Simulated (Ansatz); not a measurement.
Input of an Ansatz 0.2.0 run:

input.yaml

```yaml
crystal:
  lattice:
    - [2.6042941027, 0.0, 0.0]
    - [-1.3021470513, 2.2553848518, 0.0]
    - [0.0, 0.0, 4.723336]
  atoms:
    - { symbol: V, position: [0.3333333333, 0.6666666667, 0.25], spin: 2.5 }
    - { symbol: V, position: [0.6666666667, 0.3333333333, 0.75], spin: 2.5 }
hamiltonian:
  xc: pbe
  pseudopotentials: { kind: paw }
magnetization:
  spin_polarized: true
  initial_magnetization: 5.0
  spin_locking: { lock_magnetization: hard }
kpoints:
  mp_grid: { grid: [10, 10, 5] }
scf:
  occupations: { method: fermi_dirac, width: 0.05 }
  lower_state_search: "off"
output:
  forces: true
  stress: true
  eigenvalues: true
  write_density: true
  write_potential: true
  elf: true
  volumetric_format: npy
```

Potentials or basis: Ansatz PAW.

The run is started by

```sh
$ ansatz run input.yaml --threads 2 --pin off --max-ram 5632MiB --backend cpu --events-out ev --progress --plain --runs-dir out
```

Problem. What does it give for the pressure?

Solution. 25.1 GPa.

Stress tensor (GPa, compression positive):
```
36.52  0.00  0.00
 0.00 36.52  0.00
 0.00  0.00  2.19
```

Caveat: the total moment is fixed, so each spin has its own Fermi level; the thresholds are loose for stress.
